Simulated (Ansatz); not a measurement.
Runs of Ansatz 0.2.0 on AlN. It takes space group F-43m (No. 216, cubic). Conventional cell: a = 4.368 Å, b = 4.368 Å, c = 4.368 Å, α = 90.00°, β = 90.00°, γ = 90.00°. Al (site symmetry -43m) is surrounded by 4 N at 1.89 Å. Around N (site symmetry -43m) lie 4 Al at 1.89 Å. Measurements of this composition are mostly on another form, of space group No. 186.

```tsv
cell	gap on the mesh (eV)	pressure (GPa)
relaxed to 10 GPa	(a)	10.0
relaxed to 30 GPa	(b)	30.0
relaxed to 20 GPa	3.22	20.0
relaxed	3.19	0.0
relaxed to 5 GPa	3.20	5.0
```

Alike in all rows: task relaxation of cell and atoms; level PBEsol; potentials or basis all-electron LAPW, scalar-relativistic; no spin polarisation; k mesh 10 × 10 × 10; smearing fermi-dirac 0.05 eV; basis error allowed 0.001 eV/atom.

Question: Estimate the missing entries.

Answer: (a) 3.21; (b) 3.24.

A k mesh can miss the band edges.
